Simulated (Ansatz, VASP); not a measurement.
BN in VASP and in Ansatz

```
B N
1.0
     4.32320    0.00000    0.00000
     0.00000    4.32320    0.00000
     0.00000    0.00000    2.77860
B N
4 4
Direct
  0.17428 0.82572 0.50000
  0.32572 0.32572 0.00000
  0.67428 0.67428 0.00000
  0.82572 0.17428 0.50000
  0.81261 0.81261 0.50000
  0.31261 0.68739 0.00000
  0.68739 0.31261 0.00000
  0.18739 0.18739 0.50000
```

Alike in both runs: task single point; functional PBE; k mesh 6 × 6 × 10; occupations gaussian, width 0.05 eV; no spin polarisation.

|  | VASP | Ansatz |
| --- | --- | --- |
| version | VASP 6.6.1 | Ansatz 0.2.0 |
| potentials or method | VASP PAW PBE potentials, release 64 (B, N) | scalar-relativistic, plane waves, PAW |
| plane-wave cutoff (eV) | 520 | 520 |
| valence electrons in the cell | 32 | 32 |

Ansatz gave:

- gap on the k mesh at the Fermi level (eV): 4.24
- least direct gap on the mesh (eV): 4.24
- pressure (GPa): -12.4
- largest component of the traceless stress (GPa): 51.30
- rms of the force components (eV/Å): 0.340

Question: Estimate VASP's values.

Answer: gap on the k mesh at the Fermi level (eV): 4.24; least direct gap on the mesh (eV): 4.24; pressure (GPa): -12.1; largest component of the traceless stress (GPa): 51.64; rms of the force components (eV/Å): 0.354.

Atom by atom the forces differ by 0.019 eV/Å (rms over components). The functional is the same, so the differences come from potentials, cutoffs and numerics.

A k mesh can miss the band edges.
